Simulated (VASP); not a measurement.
# TlH3 (Pm-3m) in VASP: single point with HSE06

Aim: the single point of TlH3 with HSE06.

All numbers are computed with VASP 6.6.1; they aren't measurements. Logs are shortened: lines on timing, memory, paths and dates and some standing lists are left out, and cuts for length are marked.

## Step 1: The structure

It takes space group Pm-3m (No. 221, cubic). The conventional cell has a = 3.716 Å, b = 3.716 Å, c = 3.716 Å, α = 90.00°, β = 90.00°, γ = 90.00°. Tl (site symmetry m-3m) has 12 H at 2.63 Å as nearest neighbours. H (site symmetry 4/mmm) has 4 Tl at 2.63 Å and 8 H at 2.63 Å as nearest neighbours.

The cell was built by a generator and needn't be a form met in nature.

## Step 2: Single point, HSE06

Input file POSCAR:

```
TlH3
1.0
    3.7163190000      0.0000000000      0.0000000000
    0.0000000000      3.7163190000      0.0000000000
    0.0000000000      0.0000000000      3.7163190000
Tl H
1 3
Direct
    0.0000000000      0.0000000000      0.0000000000
    0.0000000000      0.5000000000      0.5000000000
    0.5000000000      0.0000000000      0.5000000000
    0.5000000000      0.5000000000      0.0000000000
```

Input file INCAR.step1:

```
  PREC = Accurate
  ENCUT = 520
  EDIFF = 1E-5
  ISMEAR = 0
  SIGMA = 0.0217
  LREAL = False
  LASPH = True
  NELM = 80
  ALGO = Normal
  ISIF = 2
  LWAVE = True
  LCHARG = False
  GGA = PE
  NBANDS = 16
```

Input file INCAR.step2:

```
  PREC = Accurate
  ENCUT = 520
  EDIFF = 1E-6
  ISMEAR = 0
  SIGMA = 0.0217
  LREAL = False
  LASPH = True
  NELM = 80
  ALGO = Normal
  ISIF = 2
  LWAVE = False
  LCHARG = False
  GGA = PE
  LHFCALC = True
  HFSCREEN = 0.2079
  PRECFOCK = Normal
  ISTART = 1
  NBANDS = 16
```

Input file KPOINTS:

```
Automatic mesh
0
Gamma
  3 3 3
```

Potentials or basis: VASP PAW PBE potentials, release 64 (Tl_d, H).

The run is started by

```
$ cat potpaw_PBE.64/Tl_d/POTCAR potpaw_PBE.64/H/POTCAR > POTCAR
$ cp INCAR.step1 INCAR
$ mpirun -np 1 vasp_std > vasp.out
$ cp INCAR.step2 INCAR
$ mpirun -np 1 vasp_std > vasp.out
```

OUTCAR:

```text
PREC = Accurate
   ENCUT = 520
   EDIFF = 1E-6
   ISMEAR = 0
   LREAL = False
   LASPH = True
   NELM = 80
   ISIF = 2
   GGA = PE
   LHFCALC = True
   HFSCREEN = 0.2079
   PRECFOCK = Normal
   ISTART = 1

 ion  position               nearest neighbor table
   1  0.000  0.000  0.000-
   2  0.000  0.500  0.500-
   3  0.500  0.000  0.500-
   4  0.500  0.500  0.000-

  LATTYP: Found a simple cubic cell.
 ALAT       =     3.7163190000

  Lattice vectors:

 A1 = (   3.7163190000,   0.0000000000,   0.0000000000)
 A2 = (   0.0000000000,   3.7163190000,   0.0000000000)
 A3 = (   0.0000000000,   0.0000000000,   3.7163190000)

Analysis of symmetry for initial positions (statically):
=====================================================================
 Subroutine PRICEL returns:
 Original cell was already a primitive cell.

 Routine SETGRP: Setting up the symmetry group for a
 simple cubic supercell.

 Subroutine GETGRP returns: Found 48 space group operations
 (whereof 48 operations were pure point group operations)
 out of a pool of 48 trial point group operations.

The static configuration has the point symmetry O_h .

Analysis of symmetry for dynamics (positions and initial velocities):
=====================================================================
 Subroutine PRICEL returns:
 Original cell was already a primitive cell.

 Routine SETGRP: Setting up the symmetry group for a
 simple cubic supercell.

 Subroutine GETGRP returns: Found 48 space group operations
 (whereof 48 operations were pure point group operations)
 out of a pool of 48 trial point group operations.

The dynamic configuration has the point symmetry O_h .

 Subroutine INISYM returns: Found 48 space group operations
 (whereof 48 operations are pure point group operations),
 and found     1 'primitive' translations

----------------------------------------------------------------------------------------

                                     Primitive cell

  volume of cell :      51.3262

  direct lattice vectors                    reciprocal lattice vectors
     3.716319000  0.000000000  0.000000000     0.269083467  0.000000000  0.000000000
     0.000000000  3.716319000  0.000000000     0.000000000  0.269083467  0.000000000
     0.000000000  0.000000000  3.716319000     0.000000000  0.000000000  0.269083467

  length of vectors
     3.716319000  3.716319000  3.716319000     0.269083467  0.269083467  0.269083467

  position of ions in fractional coordinates (direct lattice)
     0.000000000  0.000000000  0.000000000
     0.000000000  0.500000000  0.500000000
     0.500000000  0.000000000  0.500000000
     0.500000000  0.500000000  0.000000000

  ion indices of the primitive-cell ions
   primitive index   ion index
                 1           1
                 2           2
                 3           3
                 4           4

----------------------------------------------------------------------------------------

 KPOINTS: Automatic mesh

Automatic generation of k-mesh.
 Grid dimensions read from file:
 generate k-points for:    3    3    3

 Generating k-lattice:

  Cartesian coordinates                     Fractional coordinates (reciprocal lattice)
     0.089694489  0.000000000  0.000000000     0.333333333  0.000000000  0.000000000
     0.000000000  0.089694489  0.000000000     0.000000000  0.333333333  0.000000000
     0.000000000  0.000000000  0.089694489     0.000000000  0.000000000  0.333333333

  Length of vectors
     0.089694489  0.089694489  0.089694489

  Shift w.r.t. Gamma in fractional coordinates (k-lattice)
     0.000000000  0.000000000  0.000000000

 Subroutine IBZKPT returns following result:
 ===========================================

 Found      4 irreducible k-points:

 Following reciprocal coordinates:
            Coordinates               Weight
  0.000000  0.000000  0.000000      1.000000
  0.333333  0.000000  0.000000      6.000000
  0.333333  0.333333  0.000000     12.000000
  0.333333  0.333333  0.333333      8.000000
   k-points           NKPTS =      4   k-points in BZ     NKDIM =     27   number of bands    NBANDS=     16
   number of dos      NEDOS =    301   number of ions     NIONS =      4
   total plane-waves  NPLWV =  21952
   dimension x,y,z NGX =    28 NGY =   28 NGZ =   28
   dimension x,y,z NGXF=    56 NGYF=   56 NGZF=   56
   ions per type =               1   3
   NGX,Y,Z   is equivalent  to a cutoff of  12.53, 12.53, 12.53 a.u.
   NGXF,Y,Z  is equivalent  to a cutoff of  25.05, 25.05, 25.05 a.u.
 SYSTEM =  unknown system
   PREC   = accura    normal or accurate (medium, high low for compatibility)
   ISTART =      1    job   : 0-new  1-cont  2-samecut
   ICHARG =      0    charge: 1-file 2-atom 10-const
   ISPIN  =      1    spin polarized calculation?
   LNONCOLLINEAR =      F non collinear calculations
   LSORBIT =      F    spin-orbit coupling
   LASPH  =      T    aspherical Exc in radial PAW
   ENCUT  =  520.0 eV  38.22 Ry    6.18 a.u.   6.91  6.91  6.91*2*pi/ulx,y,z
   NELM   =     80;   NELMIN=  2; NELMDL=  0     # of ELM steps
   EDIFF  = 0.1E-05   stopping-criterion for ELM
   LREAL  =      F    real-space projection
   EDIFFG = 0.1E-04   stopping-criterion for IOM
   NSW    =      0    number of steps for IOM
   IBRION =     -1    ionic relax: 0-MD 1-quasi-New 2-CG
   NFREE  =      0    steps in history (QN), initial steepest desc. (CG)
   ISIF   =      2    stress and relaxation
   ISYM   =      3    0-nonsym 1-usesym 2-fastsym
   POTIM  = 0.5000    time-step for ionic-motion
   TEBEG  =    0.0;   TEEND  =   0.0 temperature during run
   PSTRESS=    0.0 pullay stress
   NELECT =      16.0000    total number of electrons
   NUPDOWN=      -1.0000    fix difference up-down
   EMIN   =  10.00;   EMAX   =-10.00  energy-range for DOS
   EFERMI =   0.00;   METHOD = LEGACY
   ISMEAR =     0;   SIGMA  =   0.02  broadening in eV -4-tet -1-fermi 0-gaus
   EFERMI_NEDOS =   21; number of points for ismear=-14 and -15
   IALGO  =     38    algorithm
   IMIX   =      1    mixing-type and parameters
     AMIX     =   0.40;   BMIX     =  1.00
     AMIX_MAG =   1.60;   BMIX_MAG =  1.00
  volume/ion in A,a.u.               =      12.83        86.59
  Fermi-wavevector in a.u.,A,eV,Ry     =   1.110031  2.097655 16.764680  1.232169
  Thomas-Fermi vector in A             =   2.246578
   LORBIT       =      0    0 simple, 1 ext, 2 COOP (PROOUT), +10 PAW based schemes
   GGA     = PE    functional components
   LHFCALC =     T    Hartree Fock is set to
   PRECFOCK=normal    Normal, Fast or Accurate (Low or Medium for compatibility)
   ENCUT4O =  -1.0   cutoff for four orbital integrals eV
   NKREDX  =     1    reduce k-point grid by
   NKREDY  =     1    reduce k-point grid by
   NKREDZ  =     1    reduce k-point grid by
   AEXX    =    0.2500 exact exchange contribution
   HFSCREEN=    0.2079 screening length (either q_TF or 0.3 A-1)
   HFSCREENC=   0.2079 screening length for correlation (either q_TF or 0.3 A-1)
   ENCUTFOCK=  -1.0 apply spherical cutoff to Coloumb kernel
   IVDW    =     0    specifies the selected vdW correction
   LEPSILON=     F    determine dielectric tensor
   LRPA    =     F    only Hartree local field effects (RPA)
 non-spin polarized calculation
 Gauss-broadening in eV      SIGMA  =   0.02
  energy-cutoff  :      520.00
  volume of cell :       51.33
 maximum number of plane-waves:      1409
 NGX is ok and might be reduce to    28
  NGX = 24; NGY = 24; NGZ = 24

 number of electron      16.0000005 magnetization

 Free energy of the ion-electron system (eV)
  ---------------------------------------------------
  ext. energy  EPLUGINS =         0.00000000
  ---------------------------------------------------
  free energy    TOTEN  =        -9.74258013 eV

  energy without entropy =       -9.74258013  energy(sigma->0) =       -9.74258013

 E-fermi :   0.3992     XC(G=0):  -7.6327

 val. band max:        0.2978144569   @ k =   0.3333   0.3333   0.3333
 cond. band min:       2.1196469667   @ k =   0.3333   0.3333   0.0000
 fundamental gap:      1.8218325098
 Fermi energy:         0.3991976620

 k-point     1 :       0.0000    0.0000    0.0000
  band No.  band energies     occupation
      1     -10.4577      2.00000
      2     -10.4577      2.00000
      3     -10.0975      2.00000
      4     -10.0975      2.00000
      5     -10.0975      2.00000
      6      -7.9206      2.00000
[... 8 lines left out ...]
     15      17.5512      0.00000
     16      17.5512      0.00000

 k-point     2 :       0.3333    0.0000    0.0000
  band No.  band energies     occupation
      1     -10.4153      2.00000
      2     -10.2838      2.00000
      3     -10.1711      2.00000
      4     -10.1711      2.00000
      5     -10.0918      2.00000
      6      -6.5183      2.00000
[... 8 lines left out ...]
     15      13.8820      0.00000
     16      14.3912      0.00000

 k-point     3 :       0.3333    0.3333    0.0000
  band No.  band energies     occupation
      1     -10.3341      2.00000
      2     -10.3134      2.00000
      3     -10.1637      2.00000
      4     -10.1617      2.00000
      5     -10.1214      2.00000
      6      -5.1406      2.00000
[... 8 lines left out ...]
     15      15.5372      0.00000
     16      15.9128      0.00000

 k-point     4 :       0.3333    0.3333    0.3333
  band No.  band energies     occupation
      1     -10.3147      2.00000
      2     -10.3004      2.00000
      3     -10.3004      2.00000
      4     -10.1008      2.00000
      5     -10.1008      2.00000
      6      -3.7556      2.00000
[... 8 lines left out ...]
     15      17.6374      0.00000
     16      18.9715      0.00000

------------------------ aborting loop because EDIFF is reached ----------------------------------------

  FORCE on cell =-STRESS in cart. coord.  units (eV):
  Direction    XX          YY          ZZ          XY          YZ          ZX
  --------------------------------------------------------------------------------------
  -------------------------------------------------------------------------------------
  Total       -2.9892691     -2.9892691     -2.9892691     -0.0000000      0.0000000      0.0000000
  in kB      -93.3118161    -93.3118161    -93.3118161     -0.0000000      0.0000000      0.0000000
  external PRESSURE =     -93.3118161 kB  Pullay stress =       0.0000000 kB

 VOLUME and BASIS-vectors are now :
 -----------------------------------------------------------------------------
  energy-cutoff  :      520.00
  volume of cell :       51.33
      direct lattice vectors                 reciprocal lattice vectors
     3.716319000  0.000000000  0.000000000     0.269083467  0.000000000  0.000000000
     0.000000000  3.716319000  0.000000000     0.000000000  0.269083467  0.000000000
     0.000000000  0.000000000  3.716319000     0.000000000  0.000000000  0.269083467

 POSITION                                       TOTAL-FORCE (eV/Angst)
 -----------------------------------------------------------------------------------
      0.00000      0.00000      0.00000         0.000000      0.000000      0.000000
      0.00000      1.85816      1.85816         0.000000      0.000000      0.000000
      1.85816      0.00000      1.85816         0.000000      0.000000      0.000000
      1.85816      1.85816      0.00000         0.000000      0.000000      0.000000
 -----------------------------------------------------------------------------------
    total drift:                                0.000003     -0.000003     -0.000002

  FREE ENERGIE OF THE ION-ELECTRON SYSTEM (eV)
  ---------------------------------------------------
  free  energy   TOTEN  =        -9.7425801321 eV

  energy  without entropy=       -9.7425801321  energy(sigma->0) =       -9.74258013
```

Run time: 33 s. Hardware: 1 thread of Intel Xeon 6975P-C (Granite Rapids), shared host; peak memory 0.26 GiB.

What came out:

```yaml
Free_energy: -9.7426 eV
Pressure: -9.3 GPa
Band_gap_on_the_k_mesh: none (metal or under the smearing width)
```

Levels at points of the mesh, in eV from the Fermi level:
```tsv
k point	band 5	band 6	band 7	band 8	band 9	band 10
(0.00, 0.00, 0.00)	-10.50	-8.32	2.25	2.25	3.87	6.51
```

Caveat: the k mesh is coarse (spacing up to 0.56 Å⁻¹), so the values aren't converged, least of all with exact exchange; the PAW data sets were made with another functional, which shifts forces and pressure a little. The run has no spin-orbit coupling, so splittings on Tl are missing.
